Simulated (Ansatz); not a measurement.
Phases of MnSi at 150 GPa

Structure types of MnSi are relaxed in primitive cells with their symmetry kept at 150 GPa on PAW files, and LAPW takes those cells. The enthalpy is E + pV at zero temperature, without zero-point motion. Only the types listed were tried, and differences under about 5 meV/atom are mesh noise. The real phase may be another.

Level of theory: DFT with LDA, scalar-relativistic, in Ansatz 0.2.0; Fermi–Dirac smearing of 0.1 eV, spin-polarised from start moments Mn1 3 μB. LAPW: all electrons, basis error target 0.5 meV/atom; PAW: frozen-core files, cutoff 420 eV.

k meshes: rocksalt 16×16×16, CsCl 16×16×16, zincblende 14×14×14, WC 16×16×14.

Antiferromagnetic order, which Cr and Mn prefer near zero pressure, wasn't tried. The magnetic state is the one reached from the start moments; other orders weren't searched. The PAW files were made under PBE.

**Question.** Which type is lowest in enthalpy, and by how much?

**Answer.** CsCl, 395 meV/atom below distorted WC. The whole table:

```
start type              ends as          a, b, c (Å)  V (Å³/atom)  H − H(lowest), LAPW (meV/atom)  same, PAW  moment (μB/atom)
  rocksalt      rocksalt, Fm-3m  4.059, 4.059, 4.059         8.36                          1752.7     1754.8              0.00
      CsCl          CsCl, Pm-3m  2.486, 2.486, 2.486         7.68                             0.0        0.0              0.00
zincblende    zincblende, F-43m  4.300, 4.300, 4.300         9.94                          4782.9     4788.3              0.39
        WC  distorted WC, P-6m2  2.359, 2.359, 3.291         7.93                           394.9      396.7              0.00
```

**Question.** Split the lead of CsCl over distorted WC into energy and pV.

**Answer.** For distorted WC less CsCl: ΔE = +166.7 meV/atom, and p·ΔV = 150 GPa × +0.2438 Å³ × 6.242 meV/(GPa·Å³) = +228.2 meV/atom, together 394.9 meV/atom. CsCl wins on both counts.
